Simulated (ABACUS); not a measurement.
# GaAs under changes of volume

One of the cells (22.590 Å³/atom); the others are scaled copies at fixed shape and fractional positions:

```
As Ga
1.0
     0.00000    2.82685    2.82685
     2.82685    0.00000    2.82685
     2.82685    2.82685    0.00000
As Ga
1 1
Direct
  0.75000 0.75000 0.75000
  0.00000 0.00000 0.00000
```

| Property | Result |
| --- | --- |
| Program | ABACUS 3.10.1 |
| Functional | SOGGA |
| Potentials or basis | GBRV ultrasoft 1.5 PBE |
| Cutoff | 544 eV |
| Density cutoff | 4354 eV |
| Basis | plane waves |
| k mesh | 6 × 6 × 6 |
| Occupations | fermi-dirac, width 0.05 eV |
| Spin | no spin polarisation |

| volume (Å³/atom) | energy over the lowest point (meV/atom) | pressure (GPa) | gap on the mesh (eV) |
| --- | --- | --- | --- |
| 21.234 | ? | ? | ? |
| 21.686 | 7.47 | 2.5 | 0.77 |
| 22.138 | 1.37 | 0.8 | 0.62 |
| 22.590 | 0.00 | -0.7 | 0.47 |
| 23.041 | 2.56 | -2.0 | 0.32 |
| 23.493 | 8.78 | -3.1 | 0.18 |
| 23.945 | 17.90 | -4.1 | none |

Task: What does the run at 21.234 Å³/atom give?

Result: Energy over the lowest point 18.23 meV/atom; pressure 4.4 GPa; gap on the mesh 0.94 eV.

Worked out: A Birch-Murnaghan fit of order 3 (a polynomial in V^(-2/3)) to the other rows has its minimum at 22.51 Å³/atom with B0 = V·E''(V) = 73 GPa and B' = 6.2. It gives 18.97 meV/atom at 21.234 Å³/atom, against the run's 18.23, and -dE/dV = 5.1 GPa, against 4.4.

Energies are extrapolated to zero smearing.

Caveats: the potentials were made for another functional, which shifts forces and pressure.

A mesh can miss the band edges. Spin-orbit coupling on As, Ga is left out.

A gap of «none» marks a metal or a gap under the smearing width.
